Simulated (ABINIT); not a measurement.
Runs of ABINIT 10.8.3 (patched build) on HfO2. It takes space group Fm-3m (No. 225, cubic). Conventional cell: a = 5.115 Å, b = 5.115 Å, c = 5.115 Å, α = 90.00°, β = 90.00°, γ = 90.00°. Hf (site symmetry m-3m) is surrounded by 8 O at 2.21 Å. O (site symmetry -43m) is surrounded by 4 Hf at 2.21 Å. Measurements of this composition are mostly on another form, of space group No. 14.

```csv
task,level,potentials or basis,k mesh,cutoff (eV),fine-grid cutoff,mesh quality,gap on the mesh (eV),pressure (GPa),V0 of scaled cells (Å³/atom),B0 (GPa)
band structure,BLYP,JTH PAW PBE v2.0,9 × 9 × 9,626,1224.51 eV,not flagged,3.90,0.7,-,-
single point,PBEsol,JTH PAW PBE v2.0,7 × 7 × 7,626,1224.51 eV,not flagged,3.79,-13.1,-,-
band structure,rPW86PBE,JTH PAW PBE v2.0,9 × 9 × 9,626,1224.51 eV,not flagged,(b),1.2,-,-
band structure,WC,JTH PAW PBE v2.0,9 × 9 × 9,626,1224.51 eV,not flagged,3.72,(c),-,-
equation of state,HCTH407,JTH PAW PBE v2.0,9 × 9 × 9,626,1224.51 eV,not flagged,-,-,(a),242
single point,r2SCAN,JTH PAW PBE v2.0,7 × 7 × 7,762,1360.57 eV,not flagged,4.41,-,-,-
single point,PBEsol,JTH PAW PBE v2.0,5 × 5 × 5,626,1224.51 eV,coarse,3.92,-13.1,-,-
single point,LDA,JTH PAW LDA v2.0,7 × 7 × 7,626,1224.51 eV,not flagged,3.71,-20.0,-,-
equation of state,PBE+D3(BJ),JTH PAW PBE v2.0,9 × 9 × 9,626,1224.51 eV,not flagged,-,-,10.75,261
band structure,revPBE,JTH PAW PBE v2.0,9 × 9 × 9,626,1224.51 eV,not flagged,3.92,-2.3,-,-
equation of state,PBE+D3,JTH PAW PBE v2.0,9 × 9 × 9,626,1224.51 eV,not flagged,-,-,10.76,259
band structure,LDA,JTH PAW LDA v2.0,9 × 9 × 9,626,1224.51 eV,not flagged,3.63,-20.0,-,-
```

Alike in all rows: no spin polarisation; cell as given; smearing fermi-dirac 0.05 eV.

Q: Estimate the missing entries.

A: (a) 10.84; (b) 3.86; (c) -12.8.

Caveats: some runs use coarse meshes; spin-orbit coupling is left out, which moves the levels of the heavy elements (some runs); the PAW data sets were made with another functional, which shifts forces and pressure a little (some runs); the mesh misses the band edges, which the band path finds closer together (some runs); an odd mesh through Γ misses points on the zone boundary, where band edges often lie (some runs); pressures at fixed basis lie under the slope of the energies (some runs); so large a pressure means that the cell lies far from this level's equilibrium, or that cutoff or potentials fall short (some runs).

A k mesh can miss the band edges, and the runs leave out spin-orbit coupling on Hf.

Not every run made on this cell is shown here.
